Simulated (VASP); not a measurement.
# MgO (P6_3/mmc) in VASP: Born charges and dielectric tensor with LDA

Aim: the Born charges and dielectric tensor of MgO with LDA.

Everything below comes from runs of VASP 6.6.1. Logs are shortened: lines on timing, memory, paths and dates and some standing lists are left out, and cuts for length are marked.

## (1) The structure

It takes space group P6_3/mmc (No. 194, hexagonal). Conventional cell: a = 3.434 Å, b = 3.434 Å, c = 4.124 Å, α = 90.00°, β = 90.00°, γ = 120.00°. Around Mg (site symmetry -6m2) lie 5 O at 1.98 to 2.06 Å. O (site symmetry -6m2) has 5 Mg at 1.98 to 2.06 Å as nearest neighbours.

Measurements of this composition are mostly on another form, of space group No. 225.

## (2) Born charges and dielectric tensor, LDA

Input file INCAR:

```
PREC     = Accurate       # precision mode
ENCUT    = 600            # plane-wave cutoff, eV
EDIFF    = 1E-8           # SCF threshold, eV
ISMEAR   = 0              # smearing method
SIGMA    = 0.02           # smearing width, eV
LREAL    = F              # projectors in reciprocal space
LASPH    = T              # aspherical terms in the spheres
NELM     = 60             # most SCF steps
ALGO     = Fast           # electronic algorithm
ISIF     = 2              # what is computed and relaxed
LWAVE    = F              # write WAVECAR
LCHARG   = F              # write CHGCAR
GGA      = CA             # functional
LEPSILON = T              # dielectric tensor by DFPT
IBRION   = 8              # ionic algorithm
NSW      = 1              # ionic steps
```

Input file KPOINTS:

```
regular mesh
0
Gamma
  12 12 6
```

Input file POSCAR:

```
MgO
1.0
    3.4343300000      0.0000000000      0.0000000000
   -1.7171700000      2.9742200000      0.0000000000
    0.0000000000      0.0000000000      4.1244100000
Mg O
2 2
Direct
    0.3333300000      0.6666700000      0.9522600000
    0.6666700000      0.3333300000      0.4522600000
    0.3333300000      0.6666700000      0.4523400000
    0.6666700000      0.3333300000      0.9523400000
```

Potentials or basis: VASP PAW LDA potentials, release 64 (Mg, O).

Command:

```sh
$ cat potpaw_LDA.64/Mg/POTCAR potpaw_LDA.64/O/POTCAR > POTCAR
$ mpirun -np 1 vasp_std > vasp.out
```

OUTCAR:

```text
PREC = Accurate
   ENCUT = 600
   EDIFF = 1E-8
   ISMEAR = 0
   LREAL = F
   LASPH = T
   NELM = 60
   ISIF = 2
   GGA = CA
   LEPSILON = T
   IBRION = 8
   NSW = 1

 ion  position               nearest neighbor table
   1  0.333  0.667  0.952-   4 1.98   4 1.98   4 1.98   3 2.06   3 2.06   2 2.86   2 2.86   2 2.86
                             2 2.86   2 2.86   2 2.86
   2  0.667  0.333  0.452-   3 1.98   3 1.98   3 1.98   4 2.06   4 2.06   1 2.86   1 2.86   1 2.86
                             1 2.86   1 2.86   1 2.86
   3  0.333  0.667  0.452-   2 1.98   2 1.98   2 1.98   1 2.06   1 2.06
   4  0.667  0.333  0.952-   1 1.98   1 1.98   1 1.98   2 2.06   2 2.06

  LATTYP: Found a hexagonal cell.
 ALAT       =     3.4343300000
 C/A-ratio  =     1.2009358448

  Lattice vectors:

 A1 = (   3.4343300000,   0.0000000000,   0.0000000000)
 A2 = (  -1.7171700000,   2.9742200000,   0.0000000000)
 A3 = (   0.0000000000,   0.0000000000,   4.1244100000)

Analysis of symmetry for initial positions (statically):
=====================================================================
 Subroutine PRICEL returns:
 Original cell was already a primitive cell.

 Routine SETGRP: Setting up the symmetry group for a
 hexagonal supercell.

 Subroutine GETGRP returns: Found  4 space group operations
 (whereof  2 operations were pure point group operations)
 out of a pool of 24 trial point group operations.

The static configuration has the point symmetry C_1h.
 The point group associated with its full space group is C_2v.

Analysis of symmetry for dynamics (positions and initial velocities):
=====================================================================
 Subroutine PRICEL returns:
 Original cell was already a primitive cell.

 Routine SETGRP: Setting up the symmetry group for a
 hexagonal supercell.

 Subroutine GETGRP returns: Found  4 space group operations
 (whereof  2 operations were pure point group operations)
 out of a pool of 24 trial point group operations.

The dynamic configuration has the point symmetry C_1h.
 The point group associated with its full space group is C_2v.

 Subroutine INISYM returns: Found  4 space group operations
 (whereof  2 operations are pure point group operations),
 and found     1 'primitive' translations

----------------------------------------------------------------------------------------

                                     Primitive cell

  volume of cell :      42.1286

  direct lattice vectors                    reciprocal lattice vectors
     3.434330000  0.000000000  0.000000000     0.291177610  0.168111793  0.000000000
    -1.717170000  2.974220000  0.000000000     0.000000000  0.336222606  0.000000000
     0.000000000  0.000000000  4.124410000     0.000000000  0.000000000  0.242458921

  length of vectors
     3.434330000  3.434335076  4.124410000     0.336223103  0.336222606  0.242458921

  position of ions in fractional coordinates (direct lattice)
     0.333330000  0.666670000  0.952260000
     0.666670000  0.333330000  0.452260000
     0.333330000  0.666670000  0.452340000
     0.666670000  0.333330000  0.952340000

  ion indices of the primitive-cell ions
   primitive index   ion index
                 1           1
                 2           2
                 3           3
                 4           4

----------------------------------------------------------------------------------------

 KPOINTS: regular mesh

Automatic generation of k-mesh.
 Grid dimensions read from file:
 generate k-points for:   12   12    6

 Generating k-lattice:

  Cartesian coordinates                     Fractional coordinates (reciprocal lattice)
     0.024264801  0.014009316  0.000000000     0.083333333  0.000000000  0.000000000
[... 522 lines left out ...]
------------------------ aborting loop because EDIFF is reached ----------------------------------------

--------------------------------------- Ionic step        3  -------------------------------------------

------------------------ aborting loop because EDIFF is reached ----------------------------------------

 PIEZOELECTRIC TENSOR FIELD DIRECTION 3  (e Angst)
 -----------------------------------------------------------------------------
     0.00029 -0.00000  0.00000           (  0.00003  0.00000  0.00000)
    -0.00000  0.00029  0.00000           (  0.00000  0.00003  0.00000)
     0.00000  0.00000 -0.00163           (  0.00000  0.00000 -0.00017)

 PIEZOELECTRIC TENSOR FIELD DIRECTION 3  (C/m^2)
 -----------------------------------------------------------------------------
     0.00011 -0.00000  0.00000
    -0.00000  0.00011  0.00000
     0.00000  0.00000 -0.00062

[... ionic steps 4 to 9 ...]

--------------------------------------- Ionic step       10  -------------------------------------------

------------------------ aborting loop because EDIFF is reached ----------------------------------------

[... ionic steps 11 to 11 ...]

--------------------------------------- Ionic step       12  -------------------------------------------

 Free energy of the ion-electron system (eV)
  ---------------------------------------------------
  ---------------------------------------------------
  free energy    TOTEN  =        -0.36855852 eV

  energy without entropy =       -0.36855852

------------------------ aborting loop because EDIFF is reached ----------------------------------------

 INTERNAL STRAIN TENSOR  FOR ION    3  DIRECTION 3   (eV/Angst):
 -----------------------------------------------------------------------------
    -0.00302 -0.00257  0.00253
    -0.00257 -0.00599 -0.00146
     0.00253 -0.00146  0.04470

 MACROSCOPIC STATIC DIELECTRIC TENSOR (including local field effects in DFT)
 ------------------------------------------------------
           2.937766    -0.000021     0.000000
          -0.000021     2.937753     0.000000
           0.000000     0.000000     2.941537
 ------------------------------------------------------

 PIEZOELECTRIC TENSOR (including local field effects)  for field in x, y, z        (e  Angst)
          XX          YY          ZZ          XY          YZ          ZX
  --------------------------------------------------------------------------------
  x     0.00000     0.00000     0.00000     0.00000    -0.00000    -0.00028
  y     0.00000    -0.00000     0.00000     0.00000    -0.00028     0.00000
  z     0.00029     0.00029    -0.00163    -0.00000     0.00000     0.00000

 PIEZOELECTRIC TENSOR (including local field effects)  for field in x, y, z        (C/m^2)
          XX          YY          ZZ          XY          YZ          ZX
  --------------------------------------------------------------------------------
  x     0.00000     0.00000     0.00000     0.00000    -0.00000    -0.00011
  y     0.00000    -0.00000     0.00000     0.00000    -0.00011     0.00000
  z     0.00011     0.00011    -0.00062    -0.00000     0.00000     0.00000

 BORN EFFECTIVE CHARGES (including local field effects) (in |e|, cummulative output)
 ---------------------------------------------------------------------------------
 ion    1
    1     1.75696    -0.00000     0.00000
    2    -0.00000     1.75697    -0.00000
    3     0.00000    -0.00000     1.97920
 ion    2
    1     1.75696    -0.00000    -0.00000
    2    -0.00000     1.75697     0.00000
    3    -0.00000     0.00000     1.97920
 ion    3
    1    -1.75696     0.00000    -0.00001
    2     0.00000    -1.75697     0.00000
    3     0.00000    -0.00000    -1.97920
 ion    4
    1    -1.75696     0.00000     0.00001
    2     0.00000    -1.75697    -0.00000
    3    -0.00000     0.00000    -1.97920

 INTERNAL STRAIN TENSOR FOR ION    4 for displacements in x,y,z  (eV/Angst):
          X           Y           Z          XY          YZ          ZX
  --------------------------------------------------------------------------------
  x     0.00147     0.00181     0.00005     9.99991    -0.00353    -0.00524
  y    10.13513   -10.13706    -0.00003    -0.23625    -0.00933     0.00532
  z    -0.00302    -0.00599     0.04470    -0.00257     0.00146    -0.00253

 SECOND DERIVATIVES (NOT SYMMETRIZED)
 ------------------------------------
               1X          1Y          1Z          2X          2Y          2Z          3X          3Y          3Z          4X          4Y          4Z
  1X   -11.546105   -0.001343   -0.000003    1.530700    0.000080    0.000002    1.697091   -0.000058   -0.000150    8.318314    0.001321    0.000151
  1Y    -0.001343  -11.547702    0.000002    0.000080    1.530799   -0.000001   -0.000058    1.697031    0.000087    0.001321    8.319872   -0.000087
  1Z    -0.000012    0.000007  -11.364270   -0.000012    0.000007    5.408775    0.000021   -0.000012    3.805938    0.000003   -0.000002    2.149557
  2X     1.530700    0.000080   -0.000002  -11.546105   -0.001343    0.000003    8.318314    0.001321   -0.000151    1.697091   -0.000058    0.000150
  2Y     0.000080    1.530799    0.000001   -0.001343  -11.547702   -0.000002    0.001321    8.319872    0.000087   -0.000058    1.697031   -0.000087
  2Z     0.000012   -0.000007    5.408775    0.000012   -0.000007  -11.364270   -0.000003    0.000002    2.149557   -0.000021    0.000012    3.805938
  3X     1.699686    0.000419    0.000055    8.322675    0.001616    0.000019  -11.953861   -0.003053    0.000062    1.931500    0.001019   -0.000136
  3Y     0.000419    1.700177   -0.000032    0.001616    8.324573   -0.000011   -0.003053  -11.957434   -0.000036    0.001019    1.932684    0.000078
  3Z    -0.000001    0.000001    3.801498    0.000015   -0.000009    2.164653   -0.000078    0.000045  -12.277366    0.000064   -0.000037    6.311215
  4X     8.322675    0.001616   -0.000019    1.699686    0.000419   -0.000055    1.931500    0.001019    0.000136  -11.953861   -0.003053   -0.000062
  4Y     0.001616    8.324573    0.000011    0.000419    1.700177    0.000032    0.001019    1.932684   -0.000078   -0.003053  -11.957434    0.000036
  4Z    -0.000015    0.000009    2.164653    0.000001   -0.000001    3.801498   -0.000064    0.000037    6.311215    0.000078   -0.000045  -12.277366

 Eigenvectors and eigenvalues of the dynamical matrix
 ----------------------------------------------------

   1 f  =   16.954254 THz   106.526718 2PiTHz  565.533030 cm-1    70.117128 meV
             X         Y         Z           dx          dy          dz
     -0.000021  1.982823  3.927511    -0.000029    0.000017    0.119727
      1.717181  0.991397  1.865306    -0.000029    0.000017   -0.119727
     -0.000021  1.982823  1.865636     0.000034   -0.000019   -0.696897
      1.717181  0.991397  3.927841     0.000034   -0.000019    0.696897
[... 71 lines left out ...]
  12 f/i=    0.005373 THz     0.033762 2PiTHz    0.179239 cm-1     0.022223 meV
             X         Y         Z           dx          dy          dz
     -0.000021  1.982823  3.927511    -0.000001    0.000001   -0.549297
      1.717181  0.991397  1.865306     0.000001   -0.000001   -0.549297
     -0.000021  1.982823  1.865636     0.000002   -0.000001   -0.445278
      1.717181  0.991397  3.927841    -0.000002    0.000001   -0.445278

--------------------------------------------------------------------------------------------------------

 MACROSCOPIC STATIC DIELECTRIC TENSOR IONIC CONTRIBUTION
 ------------------------------------------------------
           2.646815    -0.000441    -0.000000
          -0.000441     2.646316    -0.000000
          -0.000000    -0.000000     5.645389
 ------------------------------------------------------

 ELASTIC MODULI CONTR FROM IONIC RELAXATION (kBar)
 Direction    XX          YY          ZZ          XY          YZ          ZX
 --------------------------------------------------------------------------------
 XX        -690.5389    690.6722      0.0095     15.4032      0.0000      0.0000
 YY         690.6722   -690.8063     -0.0058    -15.6301     -0.0000     -0.0000
 ZZ           0.0095     -0.0058     -0.0187     -0.0133     -0.0000     -0.0000
 XY          15.4032    -15.6301     -0.0133   -673.2144     -0.0000     -0.0000
 YZ           0.0000     -0.0000     -0.0000     -0.0000     -0.0004      0.0001
 ZX           0.0000     -0.0000     -0.0000     -0.0000      0.0001     -0.0003
 --------------------------------------------------------------------------------

 PIEZOELECTRIC TENSOR IONIC CONTR  for field in x, y, z        (C/m^2)
          XX          YY          ZZ          XY          YZ          ZX
  --------------------------------------------------------------------------------
  x    -0.00000     0.00000    -0.00000     0.00000     0.00028     0.00061
  y    -0.00000     0.00000     0.00000     0.00000     0.00093    -0.00038
  z     0.00284    -0.00097    -0.00968    -0.00330    -0.00000    -0.00000
```

It took 15 min on 1 thread of Intel Xeon 6975P-C (Granite Rapids), shared host; peak memory 0.72 GiB.

Results:

| Item | Value |
| --- | --- |
| Band gap on the k mesh | 3.55 eV, direct |
| Electronic dielectric tensor (diagonal) | 2.94 |
| Born charges (mean of the diagonal) | Mg +1.83; O -1.83 e |
| Highest phonon frequency at Γ, LO-TO splitting left out | 566 cm⁻¹ |

Phonon frequencies in cm⁻¹ (negative: imaginary):
| q point | frequencies |
| --- | --- |
| (0.000, 0.000, 0.000) | 0 0 0 299 299 410 429 531 531 541 541 566 |

Electronic dielectric tensor:
```
2.94 0.00 0.00
0.00 2.94 0.00
0.00 0.00 2.94
```

Born effective charge tensors (e):
atom 1, Mg
```
1.76 0.00 0.00
0.00 1.76 0.00
0.00 0.00 1.98
```
atom 2, Mg
```
1.76 0.00 0.00
0.00 1.76 0.00
0.00 0.00 1.98
```
atom 3, O
```
-1.76  0.00  0.00
 0.00 -1.76  0.00
 0.00  0.00 -1.98
```
atom 4, O
```
-1.76  0.00  0.00
 0.00 -1.76  0.00
 0.00  0.00 -1.98
```
